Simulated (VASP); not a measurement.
# Ge: convergence, relaxation of the atoms

Ge, P1 (no. 1), 8 atoms in the cell. PBE, relaxation of the atoms; PAW potentials Ge_d (PBE set). VASP 6.6.1.

Wanted: energy within 1 meV/atom; two shortest distances of each atom within 0.01 Å.

POSCAR:
```
Ge
1.0
    5.6578200000      0.0000000000      0.0000000000
    0.0000000000      5.6578200000      0.0000000000
    0.0000000000      0.0000000000      5.6578200000
Ge
8
Direct
    0.7578990000      0.7550860000      0.7510950000
    0.2377090000      0.2561110000      0.7525140000
    0.2470920000      0.7521410000      0.2515130000
    0.7572680000      0.2453730000      0.2537430000
    0.4946490000      0.4930300000      0.4911450000
    0.0110000000     -0.0044890000      0.4934670000
   -0.0059080000      0.4918760000     -0.0028520000
    0.5002920000      0.0108710000      0.0093760000
```

The series start from Force threshold EDIFFG (eV/Å): -0.02; Electronic threshold EDIFF (eV): 1e-6; Relaxation method: conjugate gradient, POTIM 0.5; Mixing and least electronic steps: default. Each series keeps the choices made before it, and each single choice may use up half of a tolerance.

## Force threshold EDIFFG (eV/Å)

| Force threshold EDIFFG (eV/Å) | Energy less reference (meV/atom) | Two shortest distances of each atom, largest deviation (Å) | Time (s) |
|---|---|---|---|
| -0.1 | 0.3 | 0.003 | 24 |
| -0.05 | 0.2 | 0.001 | 32 |
| -0.03 | 0.2 | 0.002 | 39 |
| -0.02 | 0.0 | 0.000 | 47 |
| -0.01 | 0.0 | 0.000 | 49 |
| -0.005 | 0.0 | 0.000 | 74 |
| -0.002 (reference) | 0.0 | 0.000 | 84 |

Chosen: -0.1, the loosest value from which every tighter one stays within half of the tolerance.

## Electronic threshold EDIFF (eV)

| Electronic threshold EDIFF (eV) | Energy less reference (meV/atom) | Two shortest distances of each atom, largest deviation (Å) | SCF iterations | Time (s) |
|---|---|---|---|---|
| 0.001 | 0.0 | 0.001 | 32 | 23 |
| 0.0001 | 0.0 | 0.002 | 24 | 16 |
| 1e-5 | 0.0 | 0.000 | 32 | 20 |
| 1e-6 | 0.0 | 0.000 | 39 | 24 |
| 1e-7 (reference) | 0.0 | 0.000 | 45 | 27 |

Chosen: 0.001.

## Relaxation method

| Relaxation method | Energy less reference (meV/atom) | Two shortest distances of each atom, largest deviation (Å) | SCF iterations | Time (s) |
|---|---|---|---|---|
| conjugate gradient, POTIM 0.5 | 0.0 | 0.000 | 32 | 23 |
| conjugate gradient, POTIM 0.2 | 0.0 | 0.001 | 30 | 21 |
| conjugate gradient, POTIM 1.0 | 0.0 | 0.005 | 35 | 24 |
| quasi-Newton, POTIM 0.5 | 0.2 | 0.003 | 18 | 12 |
| quasi-Newton, POTIM 0.3, 10 steps kept | 0.1 | 0.002 | 20 | 13 |
| quasi-Newton, POTIM 0.5, at least 5 electronic steps | 0.2 | 0.003 | 20 | 12 |
| damped dynamics, POTIM 0.2, SMASS 0.4 | -0.1 | 0.004 | 35 | 25 |
| damped dynamics, POTIM 0.4, SMASS 0.8 | -0.1 | 0.002 | 25 | 16 |
| velocity quench, POTIM 0.1 | 0.1 | 0.010 | 26 | 18 |

Chosen: quasi-Newton, POTIM 0.5, the fastest of those that stay within half of the tolerance.

## Mixing and least electronic steps

| Mixing and least electronic steps | Energy less reference (meV/atom) | Two shortest distances of each atom, largest deviation (Å) | SCF iterations | Time (s) |
|---|---|---|---|---|
| default | 0.0 | 0.000 | 18 | 12 |
| MAXMIX 40 | 0.1 | 0.002 | 17 | 11 |
| NELMIN 4 | 0.0 | 0.000 | 19 | 12 |
| NELMIN 4, MAXMIX 40 | 0.1 | 0.002 | 18 | 11 |
| ALGO Fast | -0.1 | 0.005 | 22 | 12 |

Chosen: default; no other choice that stays within half of the tolerance saves 30 % of the time.

## All choices together

| Input | Energy less reference (meV/atom) | Two shortest distances of each atom, largest deviation (Å) | Time (s) |
|---|---|---|---|
| program defaults (naive) | 0.3 | 0.003 | 17 |
| chosen settings | 0.5 | 0.006 | 12 |
| reference settings throughout | 0.0 | 0.000 | 133 |

The tolerance is met.

## The input

INCAR:
```
SYSTEM = Ge
PREC     = Normal         ! precision mode
ENCUT    = 400            ! plane-wave cutoff, eV
EDIFF    = 0.001          ! SCF threshold, eV
ISMEAR   = 0              ! smearing method
SIGMA    = 0.05           ! smearing width, eV
LREAL    = .False.        ! projectors in reciprocal space
LASPH    = .True.         ! aspherical terms in the spheres
NELM     = 100            ! most SCF steps
ALGO     = Normal         ! electronic algorithm
LWAVE    = .False.        ! write WAVECAR
LCHARG   = .False.        ! write CHGCAR
IBRION   = 1              ! ionic algorithm
NSW      = 150            ! ionic steps
ISIF     = 2              ! what is computed and relaxed
EDIFFG   = -0.1           ! ionic threshold
POTIM    = 0.5            ! step
KPAR     = 8             
```

KPOINTS:
```
k-points
0
Gamma
  3 3 3
```

Commands:
```
cat potpaw_PBE.64/Ge_d/POTCAR > POTCAR
mpirun -np 8 vasp_std > vasp.out
```

The naive input happens to agree within the tolerance here, in 17 s.

Limits: the start was distorted on purpose (atoms moved at random), so the space group given is the start's and not the crystal's.

The chosen input took VASP 6.6.1 12 s on 8 cores (AMD EPYC 9R45 (Zen 5)), a shared host.

## An input that fails: ionic step far too long

VASP's message: internal error in: us.F  at line: 1398 internal ERROR SETYLM_AUG: 4 -54 19 19 3 1 -55 If you are not a developer, you should not encounter this problem. Please submit a bug report.

Changes against the starting input:
```
- NELM = 100
- IBRION = 2
- NSW = 150
- POTIM = 0.5
+ NELM = 60
+ IBRION = 3
+ NSW = 30
+ POTIM = 5.0
+ SMASS = 0.4
```
